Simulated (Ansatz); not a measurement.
A crystal relaxed with r2SCAN in Ansatz 0.2.0 has space group P6_3mc (No. 186) and a = 3.078 Å, c = 15.108 Å.

```
atom  site       x       y       z
  Xx    2b  0.3333  0.6667  0.8330
  Xx    2b  0.6667  0.3333  0.6665
  Xx    2a  0.0000  0.0000  0.4997
   C    2a  0.0000  0.0000  0.8744
   C    2b  0.3333  0.6667  0.7080
   C    2b  0.6667  0.3333  0.5415
```

With r2SCAN the valence top lies at Γ and the conduction bottom at L–M (0.57 of the way from L), 2.39 eV higher; the smallest vertical gap, at M, is 3.54 eV. HSE06 gives an indirect gap of 2.91 eV, from Γ to M; the least direct gap is 4.12 eV at M. With PBE the valence top lies at Γ and the conduction bottom at L–M (0.60 of the way from L), 2.02 eV higher; the smallest vertical gap, at M, is 3.13 eV. Meshes: r2SCAN 12×12×2, HSE06 6×6×2, PBE 12×12×2. r2SCAN's ε∞ is 6.5 along x and y, 6.7 along z.

Q: Which element is Xx?
A. Si
B. Sn
C. Pb
D. Ge

A: A. Xx is Si: SiC (P6_3mc) from a database structure. Si is surrounded by 4 C at 1.88–1.89 Å; Si is surrounded by 4 C at 1.89 Å; C is surrounded by 4 Si at 1.88–1.89 Å; C is surrounded by 4 Si at 1.89 Å.

Spin-unpolarised throughout; all numbers are computed.

Where an edge lies off the special points, it is a point of the mesh or the k point where a search put PBE's edge or least direct gap, reused for the other functionals, whose own edges may lie a little apart; PBE's own value is read along its path and can be a few hundredths of an eV high.

The meshes of the hybrids are coarse, so their gaps aren't converged to the digits shown.
